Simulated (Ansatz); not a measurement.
LiI:
```cif
data_ILi
_chemical_formula_sum 'Li1 I1'
_space_group_name_H-M_alt 'P 1'
_space_group_IT_number 1
_cell_length_a 4.10434
_cell_length_b 4.10434
_cell_length_c 4.10434
_cell_angle_alpha 60.000
_cell_angle_beta 60.000
_cell_angle_gamma 60.000
loop_
_space_group_symop_operation_xyz
  'x, y, z'
loop_
_atom_site_label
_atom_site_type_symbol
_atom_site_fract_x
_atom_site_fract_y
_atom_site_fract_z
_atom_site_occupancy
Li1 Li 0.00000 0.00000 0.00000 1
I1 I 0.50000 0.50000 0.50000 1
```

Relaxed with LDA.

### Question
Decompose the optical modes at the zone centre into irreducible representations, and say which are infrared and Raman allowed.

### Answer
Point group m-3m: Γ_opt = T1u. Infrared: T1u. Raman: none.

### Question
Assign frequencies (DFPT, plane-wave PAW LDA (Ansatz code); without the LO–TO term).

### Answer
T1u 170 cm⁻¹.

Space group Fm-3m (rock salt). The LDA relaxation kept the symmetry of its start; phonons on a q-mesh show no instability. Spin–orbit coupling is left out wherever it is not named.

Potentials: the later of the program's two PAW sets.
